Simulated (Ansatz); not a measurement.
# InSe: from a trial structure to a relaxed crystal

Theory: Ansatz 0.2.0, DFT r2SCAN, scalar-relativistic, plane waves, PAW.

InSe was placed on the wurtzite structure type (P6_3mc, No. 186), with In in place of Zn, Se in place of O, at a guessed volume.

Input of the last, converged step (default PAW datasets):

```yaml
crystal:
  lattice:
    - [4.1320476953, 0.0, 0.0]
    - [-2.0660238476, 3.5784582738, 0.0]
    - [0.0, 0.0, 8.5214309123]
  atoms:
    - { symbol: In, position: [0.3333333333, 0.6666666667, 0.0223549208] }
    - { symbol: In, position: [0.6666666667, 0.3333333333, 0.5223549208] }
    - { symbol: Se, position: [0.3333333333, 0.6666666667, 0.3597450792] }
    - { symbol: Se, position: [0.6666666667, 0.3333333333, 0.8597450792] }
basis:
  ecutwfc: 500
kpoints:
  mp_grid: { grid: [12, 12, 6] }
hamiltonian:
  xc: r2scan
scf:
  occupations: { method: gaussian, width: 0.1 }
output:
  forces: true
  stress: true
  eigenvalues: true
relax:
  adjacent_minimum: "off"
  f_tol: 0.01
  max_steps: 80
  cell: { stress_tol: 0.05 }
```

Launched as:

```bash
ansatz run input.yaml --threads 1 --pin off --max-ram 3072MiB --backend cpu --events-out ev --progress --plain --runs-dir out
```

The run took 2.7 min on 1 thread of Arm Neoverse V2 (shared host), peak memory 0.76 GiB.

The program printed at the end:

```
SCF converged after 5 iterations
Free energy (F): -22181.542089 eV
Harris-Foulkes:  -22181.542089 eV  (|F-HF|=0.00e0)
Internal energy: -22181.534816 eV  (E = F + TS)
E sigma→0 (E₀):  -22181.538453 eV
Entropy (-TS):   -0.007273 eV (-1.818 meV/atom)
Fermi energy:    6.860922 eV
--- Per-component energies (eV) ---
  E_band       = -996.425005
  E_kinetic    = 718.389422
  E_local      = -8122.511266  (includes V_loc(G=0)·N_el)
  E_nonlocal   = -455.191385
  E_hartree    = 3733.903298
  E_xc         = -597.625513
  E_vxc        = -423.775628  (∫ρ·V_xc dr)
  E_paw        = -12215.584096  (= ΣΔE_a)
  E_vpaw       = -206.598182  (= ΣTr[D̂ρ^β])
  E_aug_tail   = -0.000404  (compensation charges beyond the density's cutoff)
  E_vtau       = 25.455869  (kinetic-family band-sum trace: ∫τ·v_τ [+ j·A + Jᵃ·Aᵃ] dr)
  E_ewald      = -5241.316425
  E_core_change = -1.598449  (= ΣΔE_core)
  E_smearing   = -0.007273  (= −TS)
  E_closure    = 0.000000  (closes the sum)
  Σ components = -22181.542089   (vs F -22181.542089, Δ=0.00e0)
--- Forces (eV/Å), atoms counted from 1 ---
  atom   1  In     0.00000000     0.00000000    -0.00014007
  atom   2  In     0.00000000     0.00000000    -0.00014007
  atom   3  Se     0.00000000     0.00000000     0.00013893
  atom   4  Se     0.00000000     0.00000000     0.00013893
  max |Σ_I F_I| component: 2.29e-6 eV/Å
--- Stress (GPa, compression-positive) ---
       -0.006129       0.000000       0.000000
        0.000000      -0.006129       0.000000
        0.000000       0.000000       0.013166
  P = ⅓ Tr σ = 0.0003 GPa (0.003 kbar)
--- Relaxed structure (1 steps of the walk, 1 accepted, 1 SCFs on fresh bases) ---
  F+E_penalty+E_count = -22181.54208947 eV   max|allowed force component| = 1.395e-4 eV/Å   (the final SCF, on the basis selected at the relaxed cell)
  cell:  # Å, volume = 126.0009 Å³
    - [4.132048, 0.000000, 0.0]
    - [-2.066024, 3.578458, 0.0]
    - [0.0, 0.0, 8.521431]
  atoms:
    - { symbol: In, position: [0.333333, 0.666667, 0.022355] }
    - { symbol: In, position: [0.666667, 0.333333, 0.522355] }
    - { symbol: Se, position: [0.333333, 0.666667, 0.359745] }
    - { symbol: Se, position: [0.666667, 0.333333, 0.859745] }
```

Absolute energies hang on the potentials; compare differences alone.

The result has space group P6_3mc (No. 186). Around In lie 4 Se at 2.76–2.88 Å; around Se lie 4 In at 2.76–2.88 Å.

Against the elements it lies at -0.41 eV/atom. Energies over the elements count from the elements' standard structures at the same level, with no empirical corrections.

For metals, differences of a few meV/atom aren't resolved.

Symmetry constrained the relaxation, so the result can be a saddle point.